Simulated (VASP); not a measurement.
# CaS (Fm-3m) in VASP: single point with PBE

Aim: the single point of CaS with PBE.

Program: VASP 6.6.1. These are calculated values, not measurements. Logs are shortened: lines on timing, memory, paths and dates and some standing lists are left out, and cuts for length are marked.

## 1. The structure

The structure is cubic, space group Fm-3m (No. 225). The conventional cell has a = 5.705 Å, b = 5.705 Å, c = 5.705 Å, α = 90.00°, β = 90.00°, γ = 90.00°. Ca (site symmetry m-3m) is surrounded by 6 S at 2.85 Å. S (site symmetry m-3m) has 6 Ca at 2.85 Å as nearest neighbours.

The cell comes from a database or a generator and needn't be the stable form of this composition.

## 2. Single point, PBE

INCAR reads:

```
SYSTEM = CaS
PREC     = Accurate       ! precision mode
ENCUT    = 520            ! plane-wave cutoff, eV
EDIFF    = 1E-6           ! SCF threshold, eV
ISMEAR   = 0              ! smearing method
SIGMA    = 0.1            ! smearing width, eV
LREAL    = .False.        ! projectors in reciprocal space
LASPH    = .True.         ! aspherical terms in the spheres
NELM     = 100            ! most SCF steps
ALGO     = Normal         ! electronic algorithm
ISIF     = 2              ! what is computed and relaxed
LWAVE    = .False.        ! write WAVECAR
LCHARG   = .False.        ! write CHGCAR
GGA      = PE             ! functional
NBANDS   = 15             ! bands
```

KPOINTS reads:

```
Automatic mesh
0
Gamma
  6 6 6
  0 0 0
```

POSCAR reads:

```
CaS
1.0
    0.0000000000      2.8523740000      2.8523740000
    2.8523740000      0.0000000000      2.8523740000
    2.8523740000      2.8523740000      0.0000000000
Ca S
1 1
Direct
    0.0000000000      0.0000000000      0.0000000000
    0.5000000000      0.5000000000      0.5000000000
```

Potentials or basis: VASP PAW PBE potentials, release 64 (Ca_sv, S).

Launch:

```bash
$ cat potpaw_PBE.64/Ca_sv/POTCAR potpaw_PBE.64/S/POTCAR > POTCAR
$ mpirun -np 1 vasp_std > vasp.out
```

OUTCAR:

```text
SYSTEM = CaS
   PREC = Accurate
   ENCUT = 520
   EDIFF = 1E-6
   ISMEAR = 0
   LREAL = .False.
   LASPH = .True.
   NELM = 100
   ISIF = 2
   GGA = PE

 ion  position               nearest neighbor table
   1  0.000  0.000  0.000-   2 2.85   2 2.85   2 2.85   2 2.85   2 2.85   2 2.85
   2  0.500  0.500  0.500-   1 2.85   1 2.85   1 2.85   1 2.85   1 2.85   1 2.85

  LATTYP: Found a face centered cubic cell.
 ALAT       =     5.7047480000

  Lattice vectors:

 A1 = (   0.0000000000,   2.8523740000,   2.8523740000)
 A2 = (   2.8523740000,   0.0000000000,   2.8523740000)
 A3 = (   2.8523740000,   2.8523740000,   0.0000000000)

Analysis of symmetry for initial positions (statically):
=====================================================================
 Subroutine PRICEL returns:
 Original cell was already a primitive cell.

 Routine SETGRP: Setting up the symmetry group for a
 face centered cubic supercell.

 Subroutine GETGRP returns: Found 48 space group operations
 (whereof 48 operations were pure point group operations)
 out of a pool of 48 trial point group operations.

The static configuration has the point symmetry O_h .

Analysis of symmetry for dynamics (positions and initial velocities):
=====================================================================
 Subroutine PRICEL returns:
 Original cell was already a primitive cell.

 Routine SETGRP: Setting up the symmetry group for a
 face centered cubic supercell.

 Subroutine GETGRP returns: Found 48 space group operations
 (whereof 48 operations were pure point group operations)
 out of a pool of 48 trial point group operations.

The dynamic configuration has the point symmetry O_h .

 Subroutine INISYM returns: Found 48 space group operations
 (whereof 48 operations are pure point group operations),
 and found     1 'primitive' translations

----------------------------------------------------------------------------------------

                                     Primitive cell

  volume of cell :      46.4140

  direct lattice vectors                    reciprocal lattice vectors
     0.000000000  2.852374000  2.852374000    -0.175292581  0.175292581  0.175292581
     2.852374000  0.000000000  2.852374000     0.175292581 -0.175292581  0.175292581
     2.852374000  2.852374000  0.000000000     0.175292581  0.175292581 -0.175292581

  length of vectors
     4.033865996  4.033865996  4.033865996     0.303615656  0.303615656  0.303615656

  position of ions in fractional coordinates (direct lattice)
     0.000000000  0.000000000  0.000000000
     0.500000000  0.500000000  0.500000000

  ion indices of the primitive-cell ions
   primitive index   ion index
                 1           1
                 2           2

----------------------------------------------------------------------------------------

 KPOINTS: Automatic mesh

Automatic generation of k-mesh.
 Grid dimensions read from file:
 generate k-points for:    6    6    6

 Generating k-lattice:

  Cartesian coordinates                     Fractional coordinates (reciprocal lattice)
    -0.029215430  0.029215430  0.029215430     0.166666667  0.000000000  0.000000000
     0.029215430 -0.029215430  0.029215430     0.000000000  0.166666667  0.000000000
     0.029215430  0.029215430 -0.029215430     0.000000000  0.000000000  0.166666667

  Length of vectors
     0.050602609  0.050602609  0.050602609

  Shift w.r.t. Gamma in fractional coordinates (k-lattice)
     0.000000000  0.000000000  0.000000000

 Subroutine IBZKPT returns following result:
 ===========================================

 Found     16 irreducible k-points:

 Following reciprocal coordinates:
            Coordinates               Weight
  0.000000  0.000000  0.000000      1.000000
  0.166667  0.000000  0.000000      8.000000
  0.333333  0.000000  0.000000      8.000000
  0.500000  0.000000  0.000000      4.000000
  0.166667  0.166667  0.000000      6.000000
  0.333333  0.166667  0.000000     24.000000
[... 8 lines left out ...]
 -0.333333  0.333333  0.166667     24.000000
 -0.333333  0.500000  0.166667     12.000000
   k-points           NKPTS =     16   k-points in BZ     NKDIM =     16   number of bands    NBANDS=     15
   number of dos      NEDOS =    301   number of ions     NIONS =      2
   total plane-waves  NPLWV =  27000
   dimension x,y,z NGX =    30 NGY =   30 NGZ =   30
   dimension x,y,z NGXF=    60 NGYF=   60 NGZF=   60
   ions per type =               1   1
   NGX,Y,Z   is equivalent  to a cutoff of  12.36, 12.36, 12.36 a.u.
   NGXF,Y,Z  is equivalent  to a cutoff of  24.73, 24.73, 24.73 a.u.
 SYSTEM =  CaS
   PREC   = accura    normal or accurate (medium, high low for compatibility)
   ISTART =      0    job   : 0-new  1-cont  2-samecut
   ICHARG =      2    charge: 1-file 2-atom 10-const
   ISPIN  =      1    spin polarized calculation?
   LNONCOLLINEAR =      F non collinear calculations
   LSORBIT =      F    spin-orbit coupling
   LASPH  =      T    aspherical Exc in radial PAW
   ENCUT  =  520.0 eV  38.22 Ry    6.18 a.u.   7.50  7.50  7.50*2*pi/ulx,y,z
   NELM   =    100;   NELMIN=  2; NELMDL= -5     # of ELM steps
   EDIFF  = 0.1E-05   stopping-criterion for ELM
   LREAL  =      F    real-space projection
   EDIFFG = 0.1E-04   stopping-criterion for IOM
   NSW    =      0    number of steps for IOM
   IBRION =     -1    ionic relax: 0-MD 1-quasi-New 2-CG
   NFREE  =      0    steps in history (QN), initial steepest desc. (CG)
   ISIF   =      2    stress and relaxation
   ISYM   =      2    0-nonsym 1-usesym 2-fastsym
   POTIM  = 0.5000    time-step for ionic-motion
   TEBEG  =    0.0;   TEEND  =   0.0 temperature during run
   PSTRESS=    0.0 pullay stress
   NELECT =      16.0000    total number of electrons
   NUPDOWN=      -1.0000    fix difference up-down
   EMIN   =  10.00;   EMAX   =-10.00  energy-range for DOS
   EFERMI =   0.00;   METHOD = LEGACY
   ISMEAR =     0;   SIGMA  =   0.10  broadening in eV -4-tet -1-fermi 0-gaus
   EFERMI_NEDOS =   21; number of points for ismear=-14 and -15
   IALGO  =     38    algorithm
   IMIX   =      4    mixing-type and parameters
     AMIX     =   0.40;   BMIX     =  1.00
     AMIX_MAG =   1.60;   BMIX_MAG =  1.00
  volume/ion in A,a.u.               =      23.21       156.61
  Fermi-wavevector in a.u.,A,eV,Ry     =   1.147885  2.169188 17.927578  1.317640
  Thomas-Fermi vector in A             =   2.284563
   LORBIT       =      0    0 simple, 1 ext, 2 COOP (PROOUT), +10 PAW based schemes
   GGA     = PE    functional components
   LHFCALC =     F    Hartree Fock is set to
   AEXX    =    0.0000 exact exchange contribution
   IVDW    =     0    specifies the selected vdW correction
   LEPSILON=     F    determine dielectric tensor
   LRPA    =     F    only Hartree local field effects (RPA)
 non-spin polarized calculation
 Gauss-broadening in eV      SIGMA  =   0.10
  energy-cutoff  :      520.00
  volume of cell :       46.41
 maximum number of plane-waves:      1272
 NGX is ok and might be reduce to    30
   NGX = 15   NGY = 15   NGZ = 15

 number of electron      16.0000004 magnetization

 Free energy of the ion-electron system (eV)
  ---------------------------------------------------
  ext. energy  EPLUGINS =         0.00000000
  ---------------------------------------------------
  free energy    TOTEN  =       -10.36429761 eV

  energy without entropy =      -10.36429761  energy(sigma->0) =      -10.36429761

 E-fermi :   3.2102     XC(G=0):  -9.2930

 val. band max:        2.6922914354   @ k =   0.0000   0.0000   0.0000
 cond. band min:       5.0604090015   @ k =   0.5000   0.5000   0.0000
 fundamental gap:      2.3681175660
 Fermi energy:         3.2101798800

 k-point     1 :       0.0000    0.0000    0.0000
  band No.  band energies     occupation
      1     -36.5240      2.00000
      2     -17.5034      2.00000
      3     -17.5034      2.00000
      4     -17.5034      2.00000
      5      -8.6166      2.00000
      6       2.6923      2.00000
      7       2.6923      2.00000
      8       2.6923      2.00000
      9       6.8077      0.00000
     10       6.8570      0.00000
     11       6.8570      0.00000
     12       6.8570      0.00000
     13       7.4463      0.00000
     14       7.4463      0.00000
     15      13.5454      0.00000

 k-point     2 :       0.1667    0.0000    0.0000
  band No.  band energies     occupation
      1     -36.5213      2.00000
      2     -17.5452      2.00000
      3     -17.5066      2.00000
      4     -17.5066      2.00000
      5      -8.4333      2.00000
      6       1.6545      2.00000
      7       2.3289      2.00000
      8       2.3289      2.00000
      9       6.8621      0.00000
     10       7.2433      0.00000
     11       7.2433      0.00000
     12       8.0361      0.00000
     13       8.1402      0.00000
     14       8.1402      0.00000
     15      13.5374      0.00000

 k-point     3 :       0.3333    0.0000    0.0000
  band No.  band energies     occupation
      1     -36.5157      2.00000
      2     -17.6266      2.00000
      3     -17.5131      2.00000
      4     -17.5131      2.00000
      5      -8.0359      2.00000
      6       0.2175      2.00000
      7       1.7732      2.00000
      8       1.7732      2.00000
      9       7.2235      0.00000
     10       8.1649      0.00000
     11       8.1649      0.00000
     12       9.3308      0.00000
     13       9.6381      0.00000
     14       9.6381      0.00000
     15      12.8896      0.00000

 k-point     4 :       0.5000    0.0000    0.0000
  band No.  band energies     occupation
      1     -36.5130      2.00000
      2     -17.6661      2.00000
      3     -17.5163      2.00000
      4     -17.5163      2.00000
      5      -7.8168      2.00000
      6      -0.3820      2.00000
      7       1.5456      2.00000
      8       1.5456      2.00000
      9       7.9014      0.00000
     10       8.7370      0.00000
     11       8.8727      0.00000
     12       8.8727      0.00000
     13      10.8064      0.00000
     14      10.8064      0.00000
     15      11.5265      0.00000
[... 163 lines left out ...]
 k-point    14 :       0.5000    0.3333    0.1667
  band No.  band energies     occupation
      1     -36.5121      2.00000
      2     -17.6139      2.00000
      3     -17.5555      2.00000
      4     -17.5301      2.00000
      5      -7.9515      2.00000
      6       0.3344      2.00000
      7       1.4664      2.00000
      8       1.5935      2.00000
      9       6.6396      0.00000
     10       8.3720      0.00000
     11       8.8700      0.00000
     12       9.0340      0.00000
     13       9.5605      0.00000
     14      10.9826      0.00000
     15      11.4677      0.00000

 k-point    15 :      -0.3333    0.3333    0.1667
  band No.  band energies     occupation
      1     -36.5103      2.00000
      2     -17.6172      2.00000
      3     -17.5695      2.00000
      4     -17.5393      2.00000
      5      -7.8672      2.00000
      6       0.3834      2.00000
      7       1.0590      2.00000
      8       1.4605      2.00000
      9       7.5836      0.00000
     10       7.7069      0.00000
     11       9.1594      0.00000
     12       9.2856      0.00000
     13       9.3313      0.00000
     14      11.3327      0.00000
     15      11.9672      0.00000

 k-point    16 :      -0.3333    0.5000    0.1667
  band No.  band energies     occupation
      1     -36.5095      2.00000
      2     -17.6051      2.00000
      3     -17.5690      2.00000
      4     -17.5583      2.00000
      5      -7.9132      2.00000
      6       0.6450      2.00000
      7       1.2971      2.00000
      8       1.3197      2.00000
      9       6.3662      0.00000
     10       8.5792      0.00000
     11       8.5862      0.00000
     12       9.1982      0.00000
     13       9.4656      0.00000
     14      10.5056      0.00000
     15      12.6561      0.00000

------------------------ aborting loop because EDIFF is reached ----------------------------------------

  FORCE on cell =-STRESS in cart. coord.  units (eV):
  Direction    XX          YY          ZZ          XY          YZ          ZX
  --------------------------------------------------------------------------------------
  -------------------------------------------------------------------------------------
  Total        0.1074834      0.1074834      0.1074834     -0.0000000      0.0000000     -0.0000000
  in kB        3.7102440      3.7102440      3.7102440     -0.0000000      0.0000000     -0.0000000
  external PRESSURE =       3.7102440 kB  Pullay stress =       0.0000000 kB

 VOLUME and BASIS-vectors are now :
 -----------------------------------------------------------------------------
  energy-cutoff  :      520.00
  volume of cell :       46.41
      direct lattice vectors                 reciprocal lattice vectors
     0.000000000  2.852374000  2.852374000    -0.175292581  0.175292581  0.175292581
     2.852374000  0.000000000  2.852374000     0.175292581 -0.175292581  0.175292581
     2.852374000  2.852374000  0.000000000     0.175292581  0.175292581 -0.175292581

 POSITION                                       TOTAL-FORCE (eV/Angst)
 -----------------------------------------------------------------------------------
      0.00000      0.00000      0.00000        -0.000000     -0.000000     -0.000000
      2.85237      2.85237      2.85237         0.000000      0.000000      0.000000
 -----------------------------------------------------------------------------------
    total drift:                               -0.000000      0.000000      0.000000

  FREE ENERGIE OF THE ION-ELECTRON SYSTEM (eV)
  ---------------------------------------------------
  free  energy   TOTEN  =       -10.3642976079 eV

  energy  without entropy=      -10.3642976079  energy(sigma->0) =      -10.36429761
```

It took 5.5 s on 1 thread of Intel Xeon 6975P-C (Granite Rapids), shared host; peak memory 0.16 GiB.

Results:

```yaml
Free_energy: -10.3643 eV
Pressure: 0.4 GPa
Band_gap_on_the_k_mesh: 2.37 eV, indirect (least direct gap 3.17 eV)
```

A k mesh can miss the band edges. Expect the measured gap to be larger: semilocal functionals such as PBE lack the derivative discontinuity.
